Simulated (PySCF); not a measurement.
From one molecule to another.

First species: 3-pentyl acetate, C₇H₁₄O₂.
Cartesian coordinates in Å at the PBE0-D3(BJ)/def2-SVP level; atoms count from 1:
```xyz
23
C7H14O2 angstrom
C     -0.338    2.011   -1.318
C     -1.209    0.771   -1.208
C     -0.871   -0.109   -0.016
C     -1.771   -1.327    0.109
C     -1.459   -2.196    1.315
O      0.483   -0.564   -0.167
C      1.389   -0.222    0.761
C      2.741   -0.771    0.404
O      1.148    0.437    1.737
H     -0.402    2.628   -0.409
H     -0.636    2.634   -2.173
H      0.719    1.738   -1.460
H     -2.270    1.059   -1.119
H     -1.128    0.165   -2.126
H     -0.914    0.484    0.912
H     -1.691   -1.919   -0.819
H     -2.812   -0.968    0.159
H     -2.156   -3.044    1.388
H     -1.525   -1.621    2.252
H     -0.441   -2.609    1.251
H      3.454   -0.545    1.204
H      2.677   -1.856    0.241
H      3.083   -0.322   -0.540
```

Second species: methylenecyclopropane, C4H6.
Z-matrix (Å and degrees, PBE0-D3(BJ)/def2-SVP geometry), rows numbered from 1:
```
C 
C   1  1.3231
C   2  1.4623  1  148.49
C   2  1.4622  1  148.55  3   179.98
H   1  1.0939  2  121.16  3   179.83
H   1  1.0939  2  121.18  3    -0.16
H   3  1.0958  2  118.90  4  -106.94
H   3  1.0959  2  118.69  4   106.91
H   4  1.0958  2  118.90  3  -106.94
H   4  1.0959  2  118.69  3   106.93
```

Levels: CAM-B3LYP/def2-SVPD for dipole moment, HOMO energy, LUMO energy, HOMO–LUMO gap, static isotropic polarisability and electronic spatial extent ⟨r²⟩ about the centre of nuclear charge; TDDFT CAM-B3LYP/def2-SVPD for lowest singlet excitation; TDA CAM-B3LYP/def2-SVPD for lowest triplet excitation (Tamm–Dancoff); ΔSCF CAM-B3LYP/def2-SVPD for vertical ionisation energy; PBE0-D3(BJ)/def2-SVP for rotational constant A and rotational constant C. Geometries: PBE0-D3(BJ)/def2-SVP. Each structure is a single optimised conformer of the isolated species, non-relativistic unless stated; the electronic structure was computed with PySCF and density fitting.

Dipoles, sizes and rotational constants follow the conformer. The torsions of the flexible species, by atom-mapped SMILES:
- `[CH3:1][CH2:2][CH:3]([CH2:4][CH3:5])[O:6][C:7]([CH3:8])=[O:9]`: C1–C2–C3–C4 178°, C2–C3–C4–C5 -179°, C2–C3–O6–C7 118°, C3–O6–C7–C8 -179°

(1) Which of the two has the higher static isotropic polarisability, and by how much?

(2) Which of the two has the higher rotational constant A, and by how much?

(3) Which of the two has the higher rotational constant C, and by how much?

(4) Which of the two has the higher T1 energy, and by how much?

(5) Which of the two has the higher dipole moment, and by how much?

(6) Which of the two has the higher HOMO energy, and by how much?

(7) Which of the two has the higher HOMO–LUMO gap, and by how much?

(8) Which has the higher ⟨r²⟩?

Answers

(1) The first: 92.0 au against 48.9 au, a difference of 43.1 au.

(2) The second: 19.631 GHz against 1.636 GHz, a difference of 17.995 GHz.

(3) The second: 5.462 GHz against 0.909 GHz, a difference of 4.553 GHz.

(4) The first: 5.46 eV against 4.30 eV, a difference of 1.16 eV.

(5) The first: 2.09 D against 0.45 D, a difference of 1.64 D.

(6) The second: -8.76 eV against -9.45 eV, a difference of 0.69 eV.

(7) The first: 10.63 eV against 9.95 eV, a difference of 0.68 eV.

(8) The first: 1442 bohr² against 276 bohr², a difference of 1166 bohr².

On the first: The principal polarisabilities are 83.6, 93.1 and 99.3 au; their mean is the isotropic value. The polarisability is 13.63 Å³ as a volume (1 au = 0.148185 Å³), or 1.28 au for each of the 72 electrons.

On the second: The polarisability is 7.25 Å³ as a volume (1 au = 0.148185 Å³), or 1.63 au for each of the 30 electrons. No computed singlet falls in the visible range (750 to 380 nm, 1.65 to 3.26 eV); S1 lies 3.45 eV above its blue end.
